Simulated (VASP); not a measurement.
Crystal: AlNi.

```
Al Ni
1.0
     1.93869   -1.95319    0.00000
     1.93869    1.95319    0.00000
     0.00000    0.00000    3.09943
Al Ni
1 1
Direct
  0.00000 0.00000 0.00000
  0.50000 0.50000 0.50000
```

The cell comes from a database or a generator and needn't be the stable form of this composition.

- Program: VASP 6.6.1
- Task: relaxation of cell and atoms
- Functional: PBE
- Potentials or basis: VASP PAW PBE potentials, release 64 (Al, Ni)
- Cutoff: 600 eV
- k mesh: 16 × 16 × 14
- Occupations: gaussian, width 0.1 eV
- Spin: no spin polarisation

At the start: pressure 6.0 GPa; volume 11.74 Å³/atom.

Q: How do energy, volume and symmetry change on relaxing?

A: Over 25 steps the energy falls by 28.3 meV/atom and the volume is 12.11 Å³/atom (+3.2 %); space group Pm-3m (No. 221, to 0.05 Å).

The path:
| step | energy change (eV) | largest force (eV/Å) | pressure (GPa) | volume (Å³) |
| --- | --- | --- | --- | --- |
| 1 | 0.0000 | 0.0000 | 5.96 | 23.47 |
| 2 | -0.0184 | 0.0000 | -4.20 | 24.98 |
| 3 | -0.0232 | 0.0000 | -1.51 | 24.48 |
| 4 | -0.0355 | 0.0000 | -1.12 | 24.42 |
| 5 | -0.0556 | 0.0000 | 0.18 | 24.17 |
| 6 | -0.0566 | 0.0000 | -0.22 | 24.23 |
| 7 | -0.0566 | 0.0000 | 0.14 | 24.22 |
| 8 | -0.0566 | 0.0000 | -0.11 | 24.22 |
| 9 | -0.0566 | 0.0000 | 0.42 | 24.18 |
| 10 | -0.0566 | 0.0000 | 0.16 | 24.20 |
| 11 | -0.0566 | 0.0000 | 0.08 | 24.21 |
| 12 | -0.0566 | 0.0000 | -0.06 | 24.21 |
| 13 | -0.0566 | 0.0000 | 0.07 | 24.21 |
| 14 | -0.0566 | 0.0000 | -0.53 | 24.21 |
| 15 | -0.0566 | 0.0000 | 0.34 | 24.21 |
| 16 | -0.0566 | 0.0000 | -0.16 | 24.21 |
| 17 | -0.0566 | 0.0000 | 0.41 | 24.18 |
| 18 | -0.0566 | 0.0000 | 0.14 | 24.20 |
| 19 | -0.0566 | 0.0000 | -0.05 | 24.20 |
| 20 | -0.0566 | 0.0000 | 0.11 | 24.20 |
| 21 | -0.0566 | 0.0000 | -0.42 | 24.20 |
| 22 | -0.0566 | 0.0000 | 0.39 | 24.20 |
| 23 | -0.0566 | 0.0000 | -0.11 | 24.20 |
| 24 | -0.0566 | 0.0000 | 0.13 | 24.20 |
| 25 | -0.0566 | 0.0000 | -0.02 | 24.22 |

Final structure:
```
CELL_PARAMETERS angstrom
2.04408 -2.04393 0.00000
2.04408 2.04393 0.00000
0.00000 0.00000 2.89911
ATOMIC_POSITIONS crystal
Al 0.00000 0.00000 0.00000
Ni 0.50000 0.50000 0.50000
```
